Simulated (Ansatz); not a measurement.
# BAs: a trial structure relaxed, part 2 of 2

Where does this trial cell of BAs go when cell and atoms are let free?

Ansatz 0.2.0; DFT PBE, scalar-relativistic, plane waves, PAW.

## 4. Full relaxation

The end of the coarse run is made exact in the group found at a tolerance of 0.06 Å and reduced to its primitive cell.

File input.yaml:

```yaml
crystal:
  lattice:
    - [3.2351661203, 0.0, 0.0]
    - [0.0, 3.2759485489, 0.0]
    - [0.0, 0.0, 8.2451996624]
  atoms:
    - { symbol: B, position: [0.5, 0.5, 0.1752739] }
    - { symbol: B, position: [0.5, 0.5, 0.8247261] }
    - { symbol: B, position: [0.0, 0.0, 0.5] }
    - { symbol: As, position: [0.5, 0.0, 0.3244666788] }
    - { symbol: As, position: [0.0, 0.5, 0.0] }
    - { symbol: As, position: [0.5, 0.0, 0.6755333212] }
basis:
  ecutwfc: 420
kpoints:
  mp_grid: { grid: [12, 12, 6] }
hamiltonian:
  xc: pbe
scf:
  occupations: { method: gaussian, width: 0.1 }
output:
  forces: true
  stress: true
  eigenvalues: true
  write_density: true
  write_potential: true
  elf: true
  volumetric_format: npy
relax:
  adjacent_minimum: "off"
  f_tol: 0.01
  max_steps: 80
  cell: { stress_tol: 0.05 }
```

Command:

```
$ ansatz run input.yaml --threads 1 --pin off --max-ram 2048MiB --backend cpu --events-out ev --progress --plain --runs-dir out
```

The log of the run:

```text
Warning: RAYON_NUM_THREADS=1 ignored (pool sized by the plan → 1); use --threads N
Engine: ansatz 0.2.0, x86_64-unknown-linux-gnu
Pseudopotentials: kind: paw
Pseudopotential: B, paw, valence charge 3, recommended cutoff 420 eV (normal), B.paw.azcp
Pseudopotential: As, paw, valence charge 15, recommended cutoff 420 eV (normal), As.paw.azcp
Functional definition: PBE
  parameter kappa = 0.804
  parameter beta = 0.06672455060314922
  exchange = pbe_x(kappa = kappa, mu = beta*pi^2/3)
  correlation = pbe_c(beta = beta)
Crystal: 6 atoms, lattice volume = 87.385 Å³
Basis set: ecut = 420 eV, 1723 PW (Γ), exchange–correlation on 48×48×120 points (8 copies of the dense FFT grid, shifted against one another)
Bands: 33, of which v1, the nominal top of the filled ones, is band 27 counted from 1 (26 counted from 0)
Symmetry: 8 space group operations
Space group: Pmmm (ITA 47), of the structure as read, at distance tolerance 4.4e-5 Å
k-points: 196 of 864
Non-local potential: B, projectors of the file, l = 0: 2, l = 1: 2, l = 2: 1
Non-local potential: As, projectors of the file, l = 0: 2, l = 1: 2, l = 2: 3, l = 3: 1
PAW form: soft (Blöchl's): semilocal exchange-correlation on the pseudo side does not see the compensation charge
PAW one-centre angular grid: B, 110 points (default); XC on 64 Gauss nodes
PAW one-centre angular grid: As, 590 points (default); XC on 64 Gauss nodes
Initial density: superposition of atomic densities (neutral atoms: chi_scale 0, normalization atom), corrected by the library's trained network
Initial wavefunctions: pseudopotential atomic-orbital guess
Functional: x = pbe(κ = 0.804, μ = 0.2195149727645171), c = pbe(β = 0.06672455060314922)
SCF iter   1: F=—  HF=-15032.070033 eV  |F-HF|=—  |Δ(HF+E_count)|=         —  Δρ=5.36e-3  dr2=5.29e-2  ethr=1.77e-3  ⟨swp⟩=5.5  Hψ=25766  notcnv=0
preconditioner: auto → Kerker (q_TF=auto, 2.518 Å⁻¹)  [metal: Δε(μ)=0.021 eV  Ē_g=9.341 eV  σ=0.100 eV  W_gap=0.12  n_scr=26 (ndim 8)  ℏωp=19.5 eV  f_vac=0.001  D(μ)=2.19/eV (n_scr^D=16)]
SCF iter   2: F=—  HF=-15032.063577 eV  |F-HF|=—  |Δ(HF+E_count)|=   6.46e-3  Δρ=3.01e-3  dr2=1.87e-2  ethr=9.80e-5  ⟨swp⟩=1.0  Hψ=8037  notcnv=0
SCF iter   3: F=—  HF=-15032.061124 eV  |F-HF|=—  |Δ(HF+E_count)|=   2.45e-3  Δρ=7.87e-4  dr2=2.24e-3  ethr=3.46e-5  ⟨swp⟩=1.8  Hψ=6684  notcnv=0
SCF iter   4: F=—  HF=-15032.060943 eV  |F-HF|=—  |Δ(HF+E_count)|=   1.81e-4  Δρ=3.85e-4  dr2=3.79e-4  ethr=4.15e-6  ⟨swp⟩=2.8  Hψ=11728  notcnv=0
SCF iter   5: F=—  HF=-15032.060924 eV  |F-HF|=—  |Δ(HF+E_count)|=   1.93e-5  Δρ=1.85e-4  dr2=5.63e-5  ethr=7.02e-7  ⟨swp⟩=2.0  Hψ=11395  notcnv=0
SCF iter   6: F=—  HF=-15032.060929 eV  |F-HF|=—  |Δ(HF+E_count)|=   5.06e-6  Δρ=5.19e-5  dr2=6.20e-6  ethr=1.04e-7  ⟨swp⟩=2.0  Hψ=11469  notcnv=0
SCF iter   7: F=—  HF=-15032.060930 eV  |F-HF|=—  |Δ(HF+E_count)|=   1.04e-6  Δρ=1.94e-5  dr2=5.66e-7  ethr=1.15e-8  ⟨swp⟩=2.3  Hψ=8363  notcnv=0
SCF iter   8: F=-15032.060930 eV  HF=-15032.060930 eV  |F-HF|=1.85e-8  |Δ(HF+E_count)|=   2.29e-7  Δρ=4.90e-6  dr2=3.21e-8  ethr=1.85e-10  ⟨swp⟩=11.6  Hψ=41947  notcnv=0
SCF 1 converged in 8 iterations: F = -15032.060930 eV  dr2 = 3.21e-8
relax step   1: F+E_penalty+E_count = -15032.06093048 eV  Δ(F+E_penalty+E_count) = +0.000e0 eV  max|allowed force component| = 1.505e-1 eV/Å  Δτ_max = 0.0000 Å  P = -0.006 GPa  Ω = 87.385 Å³  (8 SCF iters, dr2 threshold 1.00e-7 eV, accepted)
Crystal: 6 atoms, lattice volume = 87.648 Å³
Basis set: ecut = 420 eV, 1731 PW (Γ), exchange–correlation on 48×48×120 points (8 copies of the dense FFT grid, shifted against one another)
Initial density: handed on by an earlier stage of this run
Initial wavefunctions: those handed on with the density
iter 1 solved again at ethr=1.59e-6 eV; its pass at ethr=3.10e-3 eV (dr2=8.60e-4 eV) is discarded
SCF iter   1: F=—  HF=-15032.061654 eV  |F-HF|=—  |Δ(HF+E_count)|=         —  Δρ=1.09e-3  dr2=1.05e-3  ethr=1.59e-6  ⟨swp⟩=2.1  Hψ=32090  notcnv=0
preconditioner: auto → Kerker (q_TF=auto, 2.517 Å⁻¹)  [metal: Δε(μ)=0.008 eV  Ē_g=9.340 eV  σ=0.100 eV  W_gap=0.04  n_scr=26 (ndim 8)  ℏωp=19.4 eV  f_vac=0.000  D(μ)=2.26/eV (n_scr^D=16)]
SCF iter   2: F=—  HF=-15032.061483 eV  |F-HF|=—  |Δ(HF+E_count)|=   1.71e-4  Δρ=6.65e-4  dr2=4.43e-4  ethr=1.59e-6  ⟨swp⟩=1.0  Hψ=6469  notcnv=0
SCF iter   3: F=—  HF=-15032.061377 eV  |F-HF|=—  |Δ(HF+E_count)|=   1.06e-4  Δρ=1.01e-4  dr2=2.04e-5  ethr=8.20e-7  ⟨swp⟩=2.0  Hψ=8678  notcnv=0
SCF iter   4: F=—  HF=-15032.061372 eV  |F-HF|=—  |Δ(HF+E_count)|=   5.15e-6  Δρ=5.99e-5  dr2=1.01e-5  ethr=3.78e-8  ⟨swp⟩=2.0  Hψ=11709  notcnv=0
SCF iter   5: F=—  HF=-15032.061372 eV  |F-HF|=—  |Δ(HF+E_count)|=   2.73e-8  Δρ=2.47e-5  dr2=2.59e-6  ethr=1.87e-8  ⟨swp⟩=1.0  Hψ=6473  notcnv=0
SCF iter   6: F=-15032.061372 eV  HF=-15032.061372 eV  |F-HF|=1.09e-7  |Δ(HF+E_count)|=   4.26e-8  Δρ=7.50e-6  dr2=1.80e-7  ethr=1.11e-9  ⟨swp⟩=6.9  Hψ=39207  notcnv=0
SCF 2 converged in 6 iterations: F = -15032.061372 eV  dr2 = 1.80e-7
relax step   2: F+E_penalty+E_count = -15032.06137196 eV  Δ(F+E_penalty+E_count) = -4.415e-4 eV  max|allowed force component| = 1.126e-1 eV/Å  Δτ_max = 0.0150 Å  P = -0.104 GPa  Ω = 87.648 Å³  energy of the carried Pulay correction = -1.467e-4 eV  (6 SCF iters, dr2 threshold 6.00e-7 eV, accepted)
Crystal: 6 atoms, lattice volume = 87.506 Å³
iter 1 solved again at ethr=3.51e-7 eV; its pass at ethr=3.10e-3 eV (dr2=1.89e-4 eV) is discarded
SCF iter   1: F=—  HF=-15032.063357 eV  |F-HF|=—  |Δ(HF+E_count)|=         —  Δρ=4.39e-4  dr2=2.37e-4  ethr=3.51e-7  ⟨swp⟩=2.5  Hψ=31817  notcnv=0
preconditioner: auto → Kerker (q_TF=auto, 2.517 Å⁻¹)  [metal: Δε(μ)=0.004 eV  Ē_g=9.346 eV  σ=0.100 eV  W_gap=0.02  n_scr=26 (ndim 8)  ℏωp=19.4 eV  f_vac=0.000  D(μ)=2.21/eV (n_scr^D=16)]
SCF iter   2: F=—  HF=-15032.063329 eV  |F-HF|=—  |Δ(HF+E_count)|=   2.78e-5  Δρ=2.70e-4  dr2=8.97e-5  ethr=3.51e-7  ⟨swp⟩=1.2  Hψ=6508  notcnv=0
SCF iter   3: F=—  HF=-15032.063308 eV  |F-HF|=—  |Δ(HF+E_count)|=   2.10e-5  Δρ=4.47e-5  dr2=4.19e-6  ethr=1.66e-7  ⟨swp⟩=2.0  Hψ=8363  notcnv=0
SCF iter   4: F=—  HF=-15032.063307 eV  |F-HF|=—  |Δ(HF+E_count)|=   1.20e-6  Δρ=2.53e-5  dr2=1.26e-6  ethr=1.11e-9  ⟨swp⟩=10.3  Hψ=53196  notcnv=0
SCF iter   5: F=-15032.063307 eV  HF=-15032.063307 eV  |F-HF|=7.18e-8  |Δ(HF+E_count)|=   8.40e-8  Δρ=1.18e-5  dr2=2.40e-7  ethr=1.11e-9  ⟨swp⟩=8.7  Hψ=41452  notcnv=0
the search or the solves at the SCF's close seem to have found levels that the self-consistency loop had missed (the run counts 1). By its estimate they hold under 1e-12 electrons; where the run keeps them, the occupations were computed again with them
SCF 3 converged in 5 iterations: F = -15032.063307 eV  dr2 = 2.40e-7
relax step   3: F+E_penalty+E_count = -15032.06330654 eV  Δ(F+E_penalty+E_count) = -1.935e-3 eV  max|allowed force component| = 1.912e-2 eV/Å  Δτ_max = 0.0057 Å  P = -0.034 GPa  Ω = 87.506 Å³  energy of the carried Pulay correction = -6.750e-5 eV  (5 SCF iters, dr2 threshold 6.00e-7 eV, accepted)
Crystal: 6 atoms, lattice volume = 87.481 Å³
iter 1 solved again at ethr=3.61e-8 eV; its pass at ethr=3.10e-3 eV (dr2=1.95e-5 eV) is discarded
SCF iter   1: F=—  HF=-15032.063343 eV  |F-HF|=—  |Δ(HF+E_count)|=         —  Δρ=1.29e-4  dr2=2.02e-5  ethr=3.61e-8  ⟨swp⟩=2.0  Hψ=26961  notcnv=0
preconditioner: auto → Kerker (q_TF=auto, 2.518 Å⁻¹)  [metal: Δε(μ)=0.004 eV  Ē_g=9.347 eV  σ=0.100 eV  W_gap=0.02  n_scr=26 (ndim 8)  ℏωp=19.4 eV  f_vac=0.000  D(μ)=2.22/eV (n_scr^D=16)]
SCF iter   2: F=—  HF=-15032.063347 eV  |F-HF|=—  |Δ(HF+E_count)|=   4.25e-6  Δρ=7.65e-5  dr2=7.22e-6  ethr=3.61e-8  ⟨swp⟩=1.1  Hψ=6503  notcnv=0
SCF iter   3: F=—  HF=-15032.063346 eV  |F-HF|=—  |Δ(HF+E_count)|=   1.41e-6  Δρ=9.09e-6  dr2=1.37e-7  ethr=1.34e-8  ⟨swp⟩=2.0  Hψ=8102  notcnv=0
SCF iter   4: F=-15032.063346 eV  HF=-15032.063346 eV  |F-HF|=4.91e-10  |Δ(HF+E_count)|=   3.15e-8  Δρ=5.05e-6  dr2=2.23e-8  ethr=4.23e-11  ⟨swp⟩=7.8  Hψ=39567  notcnv=0
SCF 4 converged in 4 iterations: F = -15032.063346 eV  dr2 = 2.23e-8
relax step   4: F+E_penalty+E_count = -15032.06334599 eV  Δ(F+E_penalty+E_count) = -3.945e-5 eV  max|allowed force component| = 7.729e-3 eV/Å  Δτ_max = 0.0021 Å  P = -0.018 GPa  Ω = 87.481 Å³  energy of the carried Pulay correction = -5.390e-5 eV  (4 SCF iters, dr2 threshold 2.28e-8 eV, accepted)
Crystal: 6 atoms, lattice volume = 87.475 Å³
iter 1 solved again at ethr=3.62e-9 eV; its pass at ethr=3.10e-3 eV (dr2=1.96e-6 eV) is discarded
SCF iter   1: F=—  HF=-15032.063352 eV  |F-HF|=—  |Δ(HF+E_count)|=         —  Δρ=4.50e-5  dr2=2.04e-6  ethr=3.62e-9  ⟨swp⟩=2.0  Hψ=31057  notcnv=0
preconditioner: auto → Kerker (q_TF=auto, 2.518 Å⁻¹)  [metal: Δε(μ)=0.004 eV  Ē_g=9.348 eV  σ=0.100 eV  W_gap=0.02  n_scr=26 (ndim 8)  ℏωp=19.5 eV  f_vac=0.000  D(μ)=2.21/eV (n_scr^D=16)]
SCF iter   2: F=—  HF=-15032.063358 eV  |F-HF|=—  |Δ(HF+E_count)|=   6.17e-6  Δρ=2.62e-5  dr2=6.98e-7  ethr=3.62e-9  ⟨swp⟩=1.4  Hψ=6582  notcnv=0
SCF iter   3: F=—  HF=-15032.063358 eV  |F-HF|=—  |Δ(HF+E_count)|=   1.39e-7  Δρ=4.58e-6  dr2=3.71e-8  ethr=1.29e-9  ⟨swp⟩=2.1  Hψ=9304  notcnv=0
SCF iter   4: F=-15032.063358 eV  HF=-15032.063358 eV  |F-HF|=4.69e-10  |Δ(HF+E_count)|=   1.89e-8  Δρ=2.13e-6  dr2=5.50e-9  ethr=1.60e-11  ⟨swp⟩=7.2  Hψ=37174  notcnv=0
SCF 5 converged in 4 iterations: F = -15032.063358 eV  dr2 = 5.50e-9
relax step   5: F+E_penalty+E_count = -15032.06335831 eV  Δ(F+E_penalty+E_count) = -1.233e-5 eV  max|allowed force component| = 8.674e-4 eV/Å  Δτ_max = 0.0005 Å  P = -0.001 GPa  Ω = 87.475 Å³  energy of the carried Pulay correction = -5.009e-5 eV  (4 SCF iters, dr2 threshold 8.62e-9 eV, accepted)
Initial wavefunctions: pseudopotential atomic-orbital guess (no wavefunctions were taken with the density)
iter 1 solved again at ethr=1.09e-8 eV; its pass at ethr=3.10e-3 eV (dr2=5.88e-6 eV) is discarded
SCF iter   1: F=—  HF=-15032.063413 eV  |F-HF|=—  |Δ(HF+E_count)|=         —  Δρ=8.31e-6  dr2=9.73e-9  ethr=1.09e-8  ⟨swp⟩=3.2  Hψ=40509  notcnv=0
SCF iter   2: F=—  HF=-15032.063420 eV  |F-HF|=—  |Δ(HF+E_count)|=   6.76e-6  Δρ=4.56e-6  dr2=4.45e-9  ethr=1.80e-11  ⟨swp⟩=2.0  Hψ=11602  notcnv=0
SCF iter   3: F=—  HF=-15032.063420 eV  |F-HF|=—  |Δ(HF+E_count)|=   5.64e-8  Δρ=5.65e-7  dr2=4.78e-10  ethr=8.24e-12  ⟨swp⟩=2.0  Hψ=8836  notcnv=0
SCF iter   4: F=—  HF=-15032.063420 eV  |F-HF|=—  |Δ(HF+E_count)|=  1.42e-10  Δρ=4.20e-7  dr2=1.30e-10  ethr=1.00e-12  ⟨swp⟩=2.1  Hψ=11506  notcnv=0
SCF iter   5: F=-15032.063420 eV  HF=-15032.063420 eV  |F-HF|=3.64e-12  |Δ(HF+E_count)|=  3.64e-10  Δρ=8.85e-8  dr2=1.42e-11  ethr=1.00e-12  ⟨swp⟩=6.2  Hψ=29701  notcnv=0
SCF 6 converged in 5 iterations: F = -15032.063420 eV  dr2 = 1.42e-11
relax step   6: F+E_penalty+E_count = -15032.06341981 eV  Δ(F+E_penalty+E_count) = -6.150e-5 eV  max|allowed force component| = 8.763e-4 eV/Å  Δτ_max = 0.0000 Å  P = +0.000 GPa  Ω = 87.475 Å³  stress off target by 4.57e-3 GPa  SCF on the basis re-selected at this cell (its energy is not comparable with the rows above)  (5 SCF iters)
basis re-selected at this cell: Δ(F+E_penalty+E_count) = -6.150e-5 eV, ΔP = +0.001 GPa vs the last step (what re-selecting the basis moved, of the pressure what is left beyond the Pulay correction that the steps carried, after the strain that the cell walked since its last selection, with what the two solves' SCF thresholds leave and, on support functions, any second-order correction that the steps lacked; it is no measure of the basis error at this ecutwfc). This SCF's stress stands 4.57e-3 GPa from its target on what of the cell is left free (relax.cell.stress_tol is 5.00e-2 GPa) and its largest allowed force component is 8.76e-4 eV/Å (relax.f_tol is 1.00e-2 eV/Å): within both
SCF converged after 5 iterations
Free energy (F): -15032.063420 eV
Harris-Foulkes:  -15032.063420 eV  (|F-HF|=3.64e-12)
Internal energy: -15032.052351 eV  (E = F + TS)
E sigma→0 (E₀):  -15032.057885 eV
Entropy (-TS):   -0.011069 eV (-1.845 meV/atom)
Fermi energy:    10.177182 eV
--- Per-component energies (eV) ---
  E_band       = -683.514657
  E_kinetic    = 444.945404
  E_local      = -5315.428048  (includes V_loc(G=0)·N_el)
  E_nonlocal   = -1971.777471
  E_hartree    = 2911.755907
  E_xc         = -330.521641
  E_vxc        = -347.911462  (∫ρ·V_xc dr)
  E_paw        = -5744.249096  (= ΣΔE_a)
  E_vpaw       = 683.145108  (= ΣTr[D̂ρ^β])
  E_aug_tail   = 0.000016  (compensation charges beyond the density's cutoff)
  E_ewald      = -5026.777421
  E_smearing   = -0.011069  (= −TS)
  E_closure    = -0.000000  (closes the sum)
  Σ components = -15032.063420   (vs F -15032.063420, Δ=0.00e0)
--- Forces (eV/Å), atoms counted from 1 ---
  atom   1  B      0.00000000    -0.00000000     0.00045026
  atom   2  B     -0.00000000     0.00000000    -0.00045026
  atom   3  B      0.00000000    -0.00000000     0.00000000
  atom   4  As     0.00000000    -0.00000000    -0.00087630
  atom   5  As     0.00000000    -0.00000000     0.00000000
  atom   6  As     0.00000000     0.00000000     0.00087630
  max |Σ_I F_I| component: 2.17e-19 eV/Å
--- Stress (GPa, compression-positive) ---
       -0.004567      -0.000000      -0.000000
       -0.000000       0.002497      -0.000000
       -0.000000      -0.000000       0.002410
  P = ⅓ Tr σ = 0.0001 GPa (0.001 kbar)
--- Band table (eV; the first three rows and the last of 196) ---
  k-point 0: bands = ["-25.9039", "-25.8961", "-25.8894", "-25.8794", "-25.8479", "-25.8472", "-25.8425", "-25.8414", "-25.8369", "-25.8347", "-25.8242", "-25.8004", "-25.7962", "-25.7653", "-25.7566", "-4.9603", "-3.3335", "-2.9477", "2.8471", "3.4028", "7.1223", "7.1601", "8.1666", "8.8470", "8.9966", "9.6336", "10.5953", "11.9143", "12.4187", "12.6021", "13.3966", "13.7974", "14.5593"]
  k-point 1: bands = ["-25.9039", "-25.8961", "-25.8895", "-25.8793", "-25.8479", "-25.8472", "-25.8425", "-25.8415", "-25.8369", "-25.8346", "-25.8242", "-25.8004", "-25.7962", "-25.7653", "-25.7566", "-4.9086", "-3.7026", "-2.5314", "2.0692", "4.2915", "7.1693", "7.2163", "8.0516", "8.5152", "8.6242", "10.0684", "10.8003", "12.0601", "12.4741", "12.6728", "13.3182", "13.4706", "13.7996"]
  k-point 2: bands = ["-25.9039", "-25.8961", "-25.8895", "-25.8793", "-25.8479", "-25.8472", "-25.8424", "-25.8417", "-25.8369", "-25.8344", "-25.8243", "-25.8004", "-25.7962", "-25.7653", "-25.7566", "-4.7549", "-4.1363", "-2.0125", "1.2804", "5.4600", "7.3069", "7.3833", "7.7425", "7.7971", "8.0562", "10.8314", "11.3206", "12.2366", "12.6179", "12.7695", "12.7761", "12.8806", "13.1395"]
  k-point 195: bands = ["-25.8944", "-25.8869", "-25.8845", "-25.8758", "-25.8564", "-25.8555", "-25.8457", "-25.8379", "-25.8267", "-25.8190", "-25.8116", "-25.8038", "-25.8033", "-25.7715", "-25.7429", "-1.4561", "-0.2818", "-0.0368", "1.4821", "2.5533", "2.7450", "4.7260", "4.8723", "4.9912", "5.5838", "7.6466", "8.2498", "9.0534", "9.0817", "11.3275", "11.3286", "14.3832", "15.3841"]
--- Relaxed structure (5 steps of the walk, 5 accepted, 1 SCFs on fresh bases) ---
  F+E_penalty+E_count = -15032.06341981 eV   max|allowed force component| = 8.763e-4 eV/Å   (the final SCF, on the basis selected at the relaxed cell)
  cell:  # Å, volume = 87.4745 Å³
    - [3.2337934335037115, 3.088977943988245e-33, 3.9314264741668575e-33]
    - [3.127917527849859e-33, 3.2890062101800592, 2.6631177312874974e-19]
    - [1.001970069918545e-32, 6.702772369949521e-19, 8.224409616448321]
  atoms:
    - { symbol: B, position: [0.5, 0.5, 0.17473432777517425] }
    - { symbol: B, position: [0.5, 0.5, 0.8252656722248257] }
    - { symbol: B, position: [-3.4211388289180104e-49, 0.0, 0.5] }
    - { symbol: As, position: [0.5, -1.6261057692807438e-19, 0.3233028088589118] }
    - { symbol: As, position: [-8.568728305193865e-50, 0.5, 3.506532178328246e-20] }
    - { symbol: As, position: [0.5, 1.6261057692807435e-19, 0.6766971911410881] }
```

It took 2.5 min on 1 thread of Intel Xeon Platinum 8488C (Sapphire Rapids), shared host; peak memory 0.7 GiB.

The steps of the relaxation:

```csv
step,energy from step 1 (eV/cell),largest force component (eV/Å),pressure (GPa),volume (Å³)
1,0.0000,0.1505,-0.01,87.38
2,-0.0004,0.1126,-0.10,87.65
3,-0.0024,0.0191,-0.03,87.51
4,-0.0024,0.0077,-0.02,87.48
5,-0.0024,0.0009,0.00,87.47
6,-0.0025,0.0009,0.00,87.47
```

Step 1 is the start. Step 6 repeats the geometry before it on a plane-wave basis chosen anew for that cell, so its energy need not be comparable with the rows above.

|  | before | after | change |
| --- | --- | --- | --- |
| a (Å) | 3.235 | 3.234 | 0.0 % |
| b (Å) | 3.276 | 3.289 | +0.4 % |
| c (Å) | 8.245 | 8.224 | -0.3 % |
| volume (Å³/atom) | 14.56 | 14.58 | +0.1 % |
| shortest distance (Å) | 2.048 | 2.049 | 0.0 % |
| space group (0.01 Å) | Pmmm | Pmmm | same |

Forces and stress were held to the start's 8 operations: a distortion of lower symmetry was not tested.

Density in a lattice plane of the grid's cell (edges 3.29 and 8.22 Å, at 0.500 of the third edge), which holds B and As.

Ten even steps from '0' (0.03 e/Å³) to '9' (23.84 e/Å³):
```
0000000000
0000000000
0000000000
0000000000
1000000000
9400000004
9400000004
1000000000
0000000000
0000000000
0000000000
1000000000
9400000004
9400000004
1000000000
0000000000
0000000000
0000000000
0000000000
0000000000
```
Columns run along the first of these edges and rows up along the second, over one cell in 10 and 20 even steps from the bottom left corner. Atoms in the plane (fractional): B at (0.50, 0.17), B at (0.50, 0.83), As at (1.00, 0.32), As at (0.00, 0.68).

ELF in the same plane.

Ten even steps from '0' (0.02) to '9' (0.87):
```
0012444210
0136666631
2467202764
5699404996
5689868986
2368757863
2366424663
5664101466
4432000234
1110000011
4432000234
5664101466
2366424663
2368757863
5689868986
5699404996
2467202764
0136666631
0012444210
0001111100
```
Columns run along the first of these edges and rows up along the second, over one cell in 10 and 20 even steps from the bottom left corner. Atoms in the plane (fractional): B at (0.50, 0.17), B at (0.50, 0.83), As at (1.00, 0.32), As at (0.00, 0.68).

Both are smooth fields of the valence electrons: close to the nuclei they are not physical.

Maxima of ELF outside the ion cores: 0.89 on the B–As line, 0.9 Å from B; 0.64 in the shell around As, 0.9 Å from As.

## 5. Results

The summary covers parts 1 to 2. Changes of volume or cell count from the first structure of part 1.

| quantity | value |
| --- | --- |
| symmetry at the end (tolerance 0.05 Å) | space group Pmmm (No. 47) |
| conventional cell | a = 3.234 Å, b = 3.289 Å, c = 8.224 Å, α = 90.00°, β = 90.00°, γ = 90.00° |
| volume | 14.58 Å³/atom |
| energy over the elements | +0.68 eV/atom |
| gap on the mesh | none (metal) |

The space group Pmmm (No. 47) is kept, and the volume per atom grows by 13.7 % from the first guess. The formation energy is positive, so the separate elements lie lower. No finished test with a distortion of lower symmetry is shown, so the end may be a saddle point.
